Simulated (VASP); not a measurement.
# SiC: convergence, optical spectrum of independent particles

SiC, F-43m (no. 216), 2 atoms in the cell. PBE, independent-particle dielectric function; PAW potentials Si, C (PBE set). VASP 6.6.1.

Wanted: ε at zero frequency, electronic within 1 %; spectrum (imaginary part of ε) within 10 %.

POSCAR:
```
SiC
1.0
    0.0000000000      2.1790000000      2.1790000000
    2.1790000000      0.0000000000      2.1790000000
    2.1790000000      2.1790000000      0.0000000000
Si C
1 1
Direct
    0.0000000000      0.0000000000      0.0000000000
    0.7500000000      0.7500000000      0.7500000000
```

The series start from Bands in all (NBANDS): 14; Plane-wave cutoff (eV): 450; Energy points: 2000; k mesh: 10 × 10 × 10; Precision mode: Accurate; Electronic algorithm: Normal. Each series keeps the choices made before it, and each single choice may use up half of a tolerance. Times cover all steps of a run.

## Bands in all (NBANDS)

| Bands in all (NBANDS) | ε at zero frequency, electronic | Spectrum (imaginary part of ε), largest deviation against the largest value | Time (s) |
|---|---|---|---|
| 7 | 6.801 | 8 % | 4.0 |
| 10 | 7.165 | 1.3 % | 4.1 |
| 14 | 7.201 | 1.2 % | 4.6 |
| 20 | 7.22 | 1 % | 4.7 |
| 28 | 7.227 | 0.9 % | 4.6 |
| 44 (reference) | 7.231 | 0 % | 5.5 |

## Plane-wave cutoff (eV)

| Plane-wave cutoff (eV) | ε at zero frequency, electronic | Spectrum (imaginary part of ε), largest deviation against the largest value | Time (s) |
|---|---|---|---|
| 240 | 7.314 | 14 % | 2.4 |
| 300 | 7.217 | 3.8 % | 3.0 |
| 360 | 7.202 | 1.3 % | 3.7 |
| 450 | 7.201 | 0.18 % | 4.6 |
| 540 (reference) | 7.202 | 0 % | 3.8 |

## Energy points

| Energy points | ε at zero frequency, electronic | Spectrum (imaginary part of ε), largest deviation against the largest value | Time (s) |
|---|---|---|---|
| default | 7.217 | 1.8 % | 2.8 |
| 2000 | 7.217 | 0.15 % | 3.0 |
| 4000 (reference) | 7.217 | 0 % | 3.7 |

## k mesh

| k mesh | ε at zero frequency, electronic | Spectrum (imaginary part of ε), largest deviation against the largest value | Time (s) |
|---|---|---|---|
| 5 × 5 × 5 | 8.366 | 211 % | 2.4 |
| 6 × 6 × 6 | 7.778 | 109 % | 2.5 |
| 8 × 8 × 8 | 7.333 | 30 % | 2.8 |
| 10 × 10 × 10 | 7.217 | 37 % | 2.8 |
| 14 × 14 × 14 | 7.181 | 15 % | 4.0 |
| 17 × 17 × 17 | 7.179 | 13 % | 4.7 |
| 21 × 21 × 21 | 7.179 | 6.3 % | 5.5 |
| 25 × 25 × 25 (reference) | 7.179 | 0 % | 6.7 |

## Precision mode

| Precision mode | ε at zero frequency, electronic | Spectrum (imaginary part of ε), largest deviation against the largest value | Time (s) |
|---|---|---|---|
| Accurate | 7.179 | 0 % | 6.7 |
| Normal | 7.178 | 0.017 % | 4.7 |
| Single | 7.178 | 0.022 % | 7.9 |

## Electronic algorithm

| Electronic algorithm | ε at zero frequency, electronic | Spectrum (imaginary part of ε), largest deviation against the largest value | Time (s) |
|---|---|---|---|
| Normal | 7.179 | 0 % | 6.7 |
| Fast | 7.179 | 0.0086 % | 7.8 |
| Exact | 7.179 | 0.026 % | 46 |

## Question

The rows run from the loosest to the tightest (no order: precision mode, electronic algorithm). For each series: choose the loosest value from which every tighter one stays within half of the tolerance; where there is no order, keep the first row unless others stay within half of the tolerance and take at least 30 % less time, and then take the fastest.

## Answer

- Bands in all (NBANDS): 14
- Plane-wave cutoff (eV): 300
- Energy points: default
- k mesh: 25 × 25 × 25, the tightest run, since the next looser one is off by more than half of the tolerance (convergence isn't shown beyond it)
- Precision mode: Accurate
- Electronic algorithm: Normal

## All choices together

| Input | ε at zero frequency, electronic | Spectrum (imaginary part of ε), largest deviation against the largest value | Time (s) |
|---|---|---|---|
| all settings of the optics step left to the defaults, ground-state mesh (naive) | 7.019 | 20 % | 3.9 |
| chosen settings | 7.179 | 2.8 % | 6.7 |
| reference settings throughout | 7.194 | 0 % | 22 |

The chosen settings stay within the tolerance of the reference run, but the reference itself isn't shown to be converged in: k mesh.

## The input

INCAR.step1:
```
PREC = Accurate
ENCUT = 300
ISMEAR = 0
SIGMA = 0.02
EDIFF = 1E-7
LASPH = T
KPAR = 4
LWAVE = F
LCHARG = T
GGA = PE
```

INCAR.step2:
```
PREC = Accurate
ENCUT = 300
ISMEAR = 0
SIGMA = 0.05
EDIFF = 1E-6
LASPH = T
KPAR = 4
LWAVE = F
LCHARG = F
ICHARG = 11
LOPTICS = T
NBANDS = 14
CSHIFT = 0.1
ALGO = Normal
GGA = PE
```

KPOINTS.step1:
```
k-points
0
Gamma
  10 10 10
```

KPOINTS.step2:
```
Automatic mesh
0
Gamma
  25 25 25
  0 0 0
```

Commands (each step's output is kept before the next begins):
```
cat potpaw_PBE.64/Si/POTCAR potpaw_PBE.64/C/POTCAR > POTCAR
cp INCAR.step1 INCAR
cp KPOINTS.step1 KPOINTS
mpirun -np 4 vasp_std > vasp.out
cp INCAR.step2 INCAR
cp KPOINTS.step2 KPOINTS
mpirun -np 4 vasp_std > vasp.out
```

Limits: The pull between electron and hole is left out; the onset follows the functional's gap, which semilocal functionals usually make too small.

The chosen input took VASP 6.6.1 6.7 s on 4 cores (Intel Xeon 6975P-C (Granite Rapids)), a shared host.

## An input that fails: CSHIFT 1.5

It runs to its end, but against the unchanged starting input it is off by 3.5 % in the ε at zero frequency, electronic, 66 % in the spectrum (imaginary part of ε).

Changes against the starting input:
```
(step 2)
- CSHIFT = 0.1
+ CSHIFT = 1.5
```
